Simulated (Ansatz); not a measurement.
# Gap against strain: (10,0) C nanotube

How it was computed: Ansatz 0.2.0, plane waves with PAW datasets, PBE, Fermi-Dirac smearing of 0.05 eV, no spin-orbit coupling. The period is scaled from its relaxed value of 4.272 Å and the atoms relax, within the symmetry of the start, at each strain ε (in %); gaps, in eV, are read on a band path.

```tsv
period (Å)	energy (eV a cell)	place of the conduction minimum (Γ = 0, Z = 1)	ε	gap
4.101	+1.888	0.00	−4	0.302
4.272	0.000	0.00	0	0.7629
4.358	+0.433	0.00	2	0.9898
4.443	+1.679	0.00	4	1.176
4.529	+3.658	0.00	6	1.139
```

One run is withheld: period (Å) = 4.187, with ε = −2. Fit a straight line gap = a + b × ε to the 5 rows shown and predict it.

**Fit.** The means are 1.6 for ε and 0.8739 for gap. The sum of products of deviations is 5.317 and the sum of squares in ε is 59.2, so b = 5.317 / 59.2 = 0.08982 and a = 0.8739 − (0.08982) × 1.6 = 0.7302. The residuals' standard deviation, with 3 degrees of freedom, is σ = 0.11.

**Prediction.** gap = 0.7302 + (0.08982) × −2 = 0.5506. The run gave 0.537, so the prediction less the run is +0.014. The standard error of a prediction there, σ√(1 + 1/5 + (−2 − 1.6)²/59.2), is 0.13, and the miss is 0.1 times that, for a point between the fitted rows. With so few rows σ is itself uncertain.

The gap does not move one way: it turns somewhere between ε = 2 and 6 %, and the true extreme can lie between the rows, beyond the values shown.

Caveats: Kohn-Sham gaps of a wire among periodic images, which in a check on one flat ribbon (7 Å apart) lowered the gap by 0.2 eV and flattened the slope; the slope b × 100 is a mean deformation potential of the gap, in eV per unit strain. Between neighbouring runs it lies between −1.9 and 11.8 eV, so a bend, a kink or scatter between runs makes one line a rough account. The unstrained row comes from a denser mesh than the others, which shifts its energy a little. Series of this kind are told only where this holds: a gap at every strain (compound wires with polar facets were set aside first). 88 of 101 did.

[Logs are printed without paths, hosts, clocks, repeated set-up lines and the standing remarks that a program may print on its own settings, such as how far it seeks lower states.]
